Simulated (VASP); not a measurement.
Here is a VASP 6.6.1 calculation.

The input INCAR:

```
  PREC = Accurate
  ENCUT = 600
  EDIFF = 1E-6
  ISMEAR = 0
  SIGMA = 0.03
  LREAL = False
  LASPH = True
  NELM = 80
  ALGO = Normal
  ISIF = 3
  LWAVE = False
  LCHARG = False
  GGA = PE
  IVDW = 12
  IBRION = 2
  NSW = 90
  EDIFFG = -0.01
  LATTICE_CONSTRAINTS = .TRUE. .TRUE. .FALSE.
  KPAR = 4
```

File KPOINTS:

```
Automatic mesh
0
Gamma
  12 12 1
```

The input POSCAR:

```
MoSe2
1.0
    3.2880000000      0.0000000000      0.0000000000
   -1.6440000000      2.8474915300      0.0000000000
    0.0000000000      0.0000000000     34.1250000000
Se Mo
6 3
Direct
    0.3333333300      0.6666666700      0.2637362600
    0.3333333300      0.6666666700      0.3582417600
    0.6666666700      0.3333333300      0.4527472500
    0.6666666700      0.3333333300      0.5472527500
    0.3333333300      0.6666666700      0.6417582400
    0.3333333300      0.6666666700      0.7362637400
    0.6666666700      0.3333333300      0.3109890100
    0.3333333300      0.6666666700      0.5000000000
    0.6666666700      0.3333333300      0.6890109900
```

Potentials or basis: VASP PAW PBE potentials, release 64 (Se, Mo_sv).

Command:

```sh
$ cat potpaw_PBE.64/Se/POTCAR potpaw_PBE.64/Mo_sv/POTCAR > POTCAR
$ mpirun -np 4 vasp_std > vasp.out
```

Question: What does it give for the relaxed volume?

Answer: 35.31 Å³/atom.

Question: Estimate the space group after relaxing (to 0.05 Å).

Answer: P-6m2 (No. 187).

Question: Estimate the band gap on the k mesh.

Answer: 0.97 eV, indirect (least direct gap 1.49 eV).

Step by step:
| step | energy change (eV) | largest force (eV/Å) | pressure (GPa) | volume (Å³) |
| --- | --- | --- | --- | --- |
| 1 | 0.0000 | 1.1613 | 2.73 | 319.50 |
| 2 | -0.1049 | 0.2040 | -2.17 | 330.67 |
| 3 | -0.1505 | 0.2818 | -0.54 | 326.58 |
| 4 | -0.2031 | 0.1067 | -0.21 | 320.40 |
| 5 | -0.2089 | 0.0286 | -0.04 | 317.61 |
| 6 | -0.2089 | 0.0238 | -0.03 | 317.43 |
| 7 | -0.2090 | 0.0303 | -0.13 | 317.65 |
| 8 | -0.2090 | 0.0180 | -0.09 | 317.56 |
| 9 | -0.2090 | 0.0163 | -0.09 | 317.65 |
| 10 | -0.2091 | 0.0130 | -0.11 | 317.91 |
| 11 | -0.2092 | 0.0148 | -0.10 | 317.87 |
| 12 | -0.2093 | 0.0252 | -0.05 | 317.75 |
| 13 | -0.2093 | 0.0469 | 0.04 | 317.50 |
| 14 | -0.2093 | 0.0387 | 0.01 | 317.59 |
| 15 | -0.2093 | 0.0392 | 0.01 | 317.59 |
| 16 | -0.2094 | 0.0396 | 0.01 | 317.59 |
| 17 | -0.2095 | 0.0414 | 0.01 | 317.59 |
| 18 | -0.2097 | 0.0447 | 0.02 | 317.58 |
| 19 | -0.2100 | 0.0516 | 0.04 | 317.57 |
| 20 | -0.2104 | 0.0652 | 0.07 | 317.55 |
| 21 | -0.2109 | 0.0317 | -0.05 | 317.93 |
| 22 | -0.2109 | 0.0368 | -0.13 | 318.24 |
| 23 | -0.2109 | 0.0338 | -0.12 | 318.15 |
| 24 | -0.2111 | 0.0167 | -0.11 | 318.07 |
| 25 | -0.2112 | 0.0268 | -0.09 | 317.98 |
| 26 | -0.2113 | 0.0118 | -0.02 | 317.72 |
| 27 | -0.2113 | 0.0115 | -0.02 | 317.73 |
| 28 | -0.2113 | 0.0050 | -0.03 | 317.77 |
